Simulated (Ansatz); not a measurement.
# Candidate structures of Cd

The calculation used Ansatz 0.2.0, DFT, PBE, all-electron LAPW, scalar-relativistic.

Each cell is taken as listed (from a database or a relaxation; residual pressures are under 0.6 GPa and forces under 0.08 eV/Å), on meshes of about 0.2 Å⁻¹ spacing; energies are extrapolated to zero smearing, with no zero-point or thermal terms. Other structures, the observed one among them, may be missing from this set and lie lower. No run is spin-polarised.

Task: Order the structures by energy per atom, lowest first, and give the differences.
A.
```
Cd
1.0
     0.00000    3.34000    3.34000
     3.34000    0.00000    3.34000
     3.34000    3.34000    0.00000
Cd
2
Direct
  0.00000 0.00000 0.00000
  0.25000 0.25000 0.25000
```
(diamond type, relaxed by us; 9×9×9 mesh on the primitive cell, smearing 0.08 eV, P = 0.0 GPa)
B.
Space group Fm-3m (No. 225). a = 4.499 Å, b = 4.499 Å, c = 4.499 Å, α = 90.00°, β = 90.00°, γ = 90.00°
| atom | site | symmetry | x | y | z |
| --- | --- | --- | --- | --- | --- |
| Cd | 4a | m-3m | 0.0000 | 0.0000 | 0.0000 |
(fcc type, relaxed by us; 14×14×14 mesh on the primitive cell, smearing 0.03 eV, P = 0.0 GPa)

Result: B (0 meV/atom), A (331 meV/atom).
